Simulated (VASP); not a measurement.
# Si (P6/mmm) in VASP: further runs

One crystal, Si, is run at these levels: PBE+D3, PBE+D3(BJ); tasks: relaxation of cell and atoms.

Program: VASP 6.6.1. These are calculated values, not measurements. Logs are shortened: lines on timing, memory, paths and dates and some standing lists are left out, and cuts for length are marked.

## 1. The structure

It takes space group P6/mmm (No. 191, hexagonal). Conventional cell: a = 4.121 Å, b = 4.121 Å, c = 2.655 Å, α = 90.00°, β = 90.00°, γ = 120.00°. Si (site symmetry -6m2) has 5 Si at 2.38 to 2.65 Å as nearest neighbours.

The cell was built by a generator and needn't be a form met in nature.

## 2. Relaxation of cell and atoms, PBE+D3

INCAR reads:

```
SYSTEM = Si
  ALGO = Normal
  EDIFF = 1E-6
  EDIFFG = -0.01
  ENCUT = 600
  GGA = PE
  IBRION = 2
  ISIF = 3
  ISMEAR = -1
  IVDW = 11
  LASPH = .True.
  LCHARG = .False.
  LREAL = .False.
  LWAVE = .False.
  NELM = 60
  NSW = 60
  PREC = Accurate
  SIGMA = 0.05
```

KPOINTS reads:

```
k-points
0
Gamma
  8 8 10
  0 0 0
```

POSCAR reads:

```
Si
1.0
    4.1209500000      0.0000000000      0.0000000000
   -2.0604700000      3.5688500000      0.0000000000
    0.0000000000      0.0000000000      2.6547900000
Si
2
Direct
    0.3333300000      0.6666700000      0.5000000000
    0.6666700000      0.3333300000      0.5000000000
```

Potentials or basis: VASP PAW PBE potentials, release 64 (Si).

Run with:

```bash
> cat potpaw_PBE.64/Si/POTCAR > POTCAR
> mpirun -np 1 vasp_std > vasp.out
```

OUTCAR:

```text
SYSTEM = Si
   EDIFF = 1E-6
   EDIFFG = -0.01
   ENCUT = 600
   GGA = PE
   IBRION = 2
   ISIF = 3
   ISMEAR = -1
   IVDW = 11
   LASPH = .True.
   LREAL = .False.
   NELM = 60
   NSW = 60
   PREC = Accurate
 IVDW          = 11

 ion  position               nearest neighbor table
   1  0.333  0.667  0.500-   2 2.38   2 2.38   2 2.38
   2  0.667  0.333  0.500-   1 2.38   1 2.38   1 2.38

  LATTYP: Found a hexagonal cell.
 ALAT       =     4.1209500000
 C/A-ratio  =     0.6442179595

  Lattice vectors:

 A1 = (   4.1209500000,   0.0000000000,   0.0000000000)
 A2 = (  -2.0604700000,   3.5688500000,   0.0000000000)
 A3 = (   0.0000000000,   0.0000000000,   2.6547900000)

Analysis of symmetry for initial positions (statically):
=====================================================================
 Subroutine PRICEL returns:
 Original cell was already a primitive cell.

 Routine SETGRP: Setting up the symmetry group for a
 hexagonal supercell.

 Subroutine GETGRP returns: Found  8 space group operations
 (whereof  8 operations were pure point group operations)
 out of a pool of 24 trial point group operations.

The static configuration has the point symmetry D_2h.

Analysis of symmetry for dynamics (positions and initial velocities):
=====================================================================
 Subroutine PRICEL returns:
 Original cell was already a primitive cell.

 Routine SETGRP: Setting up the symmetry group for a
 hexagonal supercell.

 Subroutine GETGRP returns: Found  8 space group operations
 (whereof  8 operations were pure point group operations)
 out of a pool of 24 trial point group operations.

The dynamic configuration has the point symmetry D_2h.

 Subroutine INISYM returns: Found  8 space group operations
 (whereof  8 operations are pure point group operations),
 and found     1 'primitive' translations

----------------------------------------------------------------------------------------

                                     Primitive cell

  volume of cell :      39.0441

  direct lattice vectors                    reciprocal lattice vectors
     4.120950000  0.000000000  0.000000000     0.242662493  0.140100813  0.000000000
    -2.060470000  3.568850000  0.000000000     0.000000000  0.280202306  0.000000000
     0.000000000  0.000000000  2.654790000     0.000000000  0.000000000  0.376677628

  length of vectors
     4.120950000  4.120949762  2.654790000     0.280202290  0.280202306  0.376677628

  position of ions in fractional coordinates (direct lattice)
     0.333330000  0.666670000  0.500000000
     0.666670000  0.333330000  0.500000000

  ion indices of the primitive-cell ions
   primitive index   ion index
                 1           1
                 2           2

----------------------------------------------------------------------------------------

 KPOINTS: k-points

Automatic generation of k-mesh.
 Grid dimensions read from file:
 generate k-points for:    8    8   10

 Generating k-lattice:

  Cartesian coordinates                     Fractional coordinates (reciprocal lattice)
     0.030332812  0.017512602  0.000000000     0.125000000  0.000000000  0.000000000
     0.000000000  0.035025288  0.000000000     0.000000000  0.125000000  0.000000000
     0.000000000  0.000000000  0.037667763     0.000000000  0.000000000  0.100000000

  Length of vectors
     0.035025286  0.035025288  0.037667763

  Shift w.r.t. Gamma in fractional coordinates (k-lattice)
     0.000000000  0.000000000  0.000000000

 Subroutine IBZKPT returns following result:
 ===========================================

 Found    126 irreducible k-points:

 Following reciprocal coordinates:
            Coordinates               Weight
  0.000000  0.000000  0.000000      1.000000
  0.125000  0.000000  0.000000      4.000000
 -0.125000  0.125000  0.000000      2.000000
  0.250000  0.000000  0.000000      4.000000
 -0.250000  0.250000  0.000000      2.000000
  0.375000  0.000000  0.000000      4.000000
[... 16 lines left out ...]
  0.125000  0.000000  0.100000      8.000000
 -0.125000  0.125000  0.100000      4.000000
 [... further k-points ...]
   k-points           NKPTS =    126   k-points in BZ     NKDIM =    126   number of bands    NBANDS=      8
   number of dos      NEDOS =    301   number of ions     NIONS =      2
   total plane-waves  NPLWV =  31104
   dimension x,y,z NGX =    36 NGY =   36 NGZ =   24
   dimension x,y,z NGXF=    72 NGYF=   72 NGZF=   48
   ions per type =               2
   NGX,Y,Z   is equivalent  to a cutoff of  14.52, 14.52, 15.03 a.u.
   NGXF,Y,Z  is equivalent  to a cutoff of  29.05, 29.05, 30.06 a.u.
 SYSTEM =  Si
   PREC   = accura    normal or accurate (medium, high low for compatibility)
   ISTART =      0    job   : 0-new  1-cont  2-samecut
   ICHARG =      2    charge: 1-file 2-atom 10-const
   ISPIN  =      1    spin polarized calculation?
   LNONCOLLINEAR =      F non collinear calculations
   LSORBIT =      F    spin-orbit coupling
   LASPH  =      T    aspherical Exc in radial PAW
   ENCUT  =  600.0 eV  44.10 Ry    6.64 a.u.   8.23  8.23  5.30*2*pi/ulx,y,z
   NELM   =     60;   NELMIN=  2; NELMDL= -5     # of ELM steps
   EDIFF  = 0.1E-05   stopping-criterion for ELM
   LREAL  =      F    real-space projection
   EDIFFG = -.1E-01   stopping-criterion for IOM
   NSW    =     60    number of steps for IOM
   IBRION =      2    ionic relax: 0-MD 1-quasi-New 2-CG
   NFREE  =      1    steps in history (QN), initial steepest desc. (CG)
   ISIF   =      3    stress and relaxation
   ISYM   =      2    0-nonsym 1-usesym 2-fastsym
   POTIM  = 0.5000    time-step for ionic-motion
   TEBEG  =    0.0;   TEEND  =   0.0 temperature during run
   PSTRESS=    0.0 pullay stress
   NELECT =       8.0000    total number of electrons
   NUPDOWN=      -1.0000    fix difference up-down
   EMIN   =  10.00;   EMAX   =-10.00  energy-range for DOS
   EFERMI =   0.00;   METHOD = LEGACY
   ISMEAR =    -1;   SIGMA  =   0.05  broadening in eV -4-tet -1-fermi 0-gaus
   EFERMI_NEDOS =   21; number of points for ismear=-14 and -15
   IALGO  =     38    algorithm
   IMIX   =      4    mixing-type and parameters
     AMIX     =   0.40;   BMIX     =  1.00
     AMIX_MAG =   1.60;   BMIX_MAG =  1.00
  volume/ion in A,a.u.               =      19.52       131.74
  Fermi-wavevector in a.u.,A,eV,Ry     =   0.965131  1.823833 12.673523  0.931478
  Thomas-Fermi vector in A             =   2.094821
   LORBIT       =      0    0 simple, 1 ext, 2 COOP (PROOUT), +10 PAW based schemes
   GGA     = PE    functional components
   LHFCALC =     F    Hartree Fock is set to
   AEXX    =    0.0000 exact exchange contribution
   IVDW    =    11    specifies the selected vdW correction
   LEPSILON=     F    determine dielectric tensor
   LRPA    =     F    only Hartree local field effects (RPA)
 conjugate gradient relaxation of ions
 non-spin polarized calculation
  energy-cutoff  :      600.00
  volume of cell :       39.04
 maximum number of plane-waves:      1330
 NGX is ok and might be reduce to    36
   NGX = 17   NGY = 17   NGZ = 11

--------------------------------------- Ionic step        1  -------------------------------------------

 number of electron       8.0000000 magnetization

 Free energy of the ion-electron system (eV)
  ---------------------------------------------------
  ext. energy  EPLUGINS =         0.00000000
  ---------------------------------------------------
  free energy    TOTEN  =       -10.08639288 eV

  energy without entropy =      -10.08023549  energy(sigma->0) =      -10.08331419

------------------------ aborting loop because EDIFF is reached ----------------------------------------

 Edisp (eV)   -0.29190

 E8    (eV) :    -0.1489

  FORCE on cell =-STRESS in cart. coord.  units (eV):
  Direction    XX          YY          ZZ          XY          YZ          ZX
  --------------------------------------------------------------------------------------
  -------------------------------------------------------------------------------------
  Total      -0.21107    -0.21050    -0.42770     0.00049     0.00000     0.00000
  in kB      -8.66120    -8.63791   -17.55064     0.02017     0.00000     0.00000
  external pressure =      -11.62 kB  Pullay stress =        0.00 kB

 VOLUME and BASIS-vectors are now :
 -----------------------------------------------------------------------------
  energy-cutoff  :      600.00
  volume of cell :       39.04
      direct lattice vectors                 reciprocal lattice vectors
     4.120950000  0.000000000  0.000000000     0.242662493  0.140100813  0.000000000
    -2.060470000  3.568850000  0.000000000     0.000000000  0.280202306  0.000000000
     0.000000000  0.000000000  2.654790000     0.000000000  0.000000000  0.376677628
[... 41 lines left out ...]
 POSITION                                       TOTAL-FORCE (eV/Angst)
 -----------------------------------------------------------------------------------
      0.00003      2.36715      1.31370        -0.000315      0.000182     -0.000000
      2.05000      1.18360      1.31370         0.000315     -0.000182      0.000000
 -----------------------------------------------------------------------------------
    total drift:                                0.000000     -0.000000     -0.000000

  FREE ENERGIE OF THE ION-ELECTRON SYSTEM (eV)
  ---------------------------------------------------
  free  energy   TOTEN  =       -10.3802461644 eV

  energy  without entropy=      -10.3739952410  energy(sigma->0) =      -10.37712070

--------------------------------------- Ionic step        3  -------------------------------------------

 number of electron       8.0000000 magnetization

 Free energy of the ion-electron system (eV)
  ---------------------------------------------------
  ext. energy  EPLUGINS =         0.00000000
  ---------------------------------------------------
  free energy    TOTEN  =       -10.08460092 eV

  energy without entropy =      -10.07839506  energy(sigma->0) =      -10.08149799

 E-fermi :   6.2994     XC(G=0):  -9.6484

 val. band max:        6.2625618184   @ k =   0.2500   0.1250   0.0000
 cond. band min:       6.4317122495   @ k =  -0.3750   0.2500   0.1000
 fundamental gap:      0.1691504311
 Fermi energy:         6.2994152703

 k-point     1 :       0.0000    0.0000    0.0000
  band No.  band energies     occupation
      1      -6.0949      2.00000
      2       3.4052      2.00000
      3       3.4053      2.00000
      4       3.5706      2.00000
      5       7.5454      0.00000
      6       7.5456      0.00000
      7      11.8743      0.00000
      8      12.8797      0.00000

 k-point     2 :       0.1250    0.0000    0.0000
  band No.  band energies     occupation
      1      -5.9389      2.00000
      2       1.5849      2.00000
      3       3.1563      2.00000
      4       5.1271      2.00000
      5       7.5304      0.00000
      6       8.1232      0.00000
      7      12.6780      0.00000
      8      13.0069      0.00000
[... 221 lines left out ...]
 k-point    23 :       0.1250    0.0000    0.1000
  band No.  band energies     occupation
      1      -5.7373      2.00000
      2       1.7755      2.00000
      3       3.3281      2.00000
      4       5.3038      2.00000
      5       7.7005      0.00000
      6       8.3039      0.00000
      7      10.1453      0.00000
      8      13.4901      0.00000

 k-point    24 :      -0.1250    0.1250    0.1000
  band No.  band energies     occupation
      1      -5.7373      2.00000
      2       1.7755      2.00000
      3       3.3280      2.00000
      4       5.3037      2.00000
      5       7.7006      0.00000
      6       8.3039      0.00000
      7      10.1454      0.00000
      8      13.4902      0.00000

 [... further k-points ...]

------------------------ aborting loop because EDIFF is reached ----------------------------------------

 Edisp (eV)   -0.29605

 E8    (eV) :    -0.1511

  FORCE on cell =-STRESS in cart. coord.  units (eV):
  Direction    XX          YY          ZZ          XY          YZ          ZX
  --------------------------------------------------------------------------------------
  -------------------------------------------------------------------------------------
  Total       0.00504     0.00518    -0.00198     0.00012     0.00000     0.00000
  in kB       0.20995     0.21558    -0.08237     0.00488     0.00000     0.00000
  external pressure =        0.11 kB  Pullay stress =        0.00 kB

 VOLUME and BASIS-vectors are now :
 -----------------------------------------------------------------------------
  energy-cutoff  :      600.00
  volume of cell :       38.48
      direct lattice vectors                 reciprocal lattice vectors
     4.106024397  0.000034751  0.000000000     0.243543393  0.140606651  0.000000000
    -2.052977122  3.555941417  0.000000000    -0.000002380  0.281218107  0.000000000
     0.000000000  0.000000000  2.635305932     0.000000000  0.000000000  0.379462584

 POSITION                                       TOTAL-FORCE (eV/Angst)
 -----------------------------------------------------------------------------------
      0.00002      2.37064      1.31765        -0.000092      0.000053     -0.000000
      2.05303      1.18533      1.31765         0.000092     -0.000053      0.000000
 -----------------------------------------------------------------------------------
    total drift:                               -0.000000      0.000000      0.000000

  FREE ENERGIE OF THE ION-ELECTRON SYSTEM (eV)
  ---------------------------------------------------
  free  energy   TOTEN  =       -10.3806514572 eV

  energy  without entropy=      -10.3744455946  energy(sigma->0) =      -10.37754853

 reached required accuracy - stopping structural energy minimisation
```

Wall time 23 s (1 thread of Intel Xeon 6975P-C (Granite Rapids), shared host); peak memory 0.2 GiB.

Results:

- Free energy: -10.3807 eV
- Relaxed volume: 19.24 Å³/atom
- Relaxed cell: a = 4.106 Å, b = 4.106 Å, c = 2.635 Å, α = 90.00°, β = 90.00°, γ = 120.00°
- Space group after relaxing (to 0.05 Å): P6/mmm (No. 191)
- Energy gained by relaxing: 1.2 meV/atom
- Ionic steps: 3
- Pressure after relaxing: 0.0 GPa
- Band gap on the k mesh: none (metal or under the smearing width)
- Dispersion energy per atom: -0.148 eV

The path:
```csv
step,energy change (eV),largest force (eV/Å),pressure (GPa),volume (Å³)
1,0.0000,0.0005,-1.16,39.04
2,-0.0020,0.0004,0.51,38.25
3,-0.0024,0.0001,0.01,38.48
```

Final structure:
```
CELL_PARAMETERS angstrom
4.10602 0.00003 0.00000
-2.05298 3.55594 0.00000
0.00000 0.00000 2.63531
ATOMIC_POSITIONS crystal
Si 0.33333 0.66667 0.50000
Si 0.66667 0.33333 0.50000
```

Caveat: pairwise dispersion overbinds metals, which lowers pressure and volume.

[end of part 1 of 2]
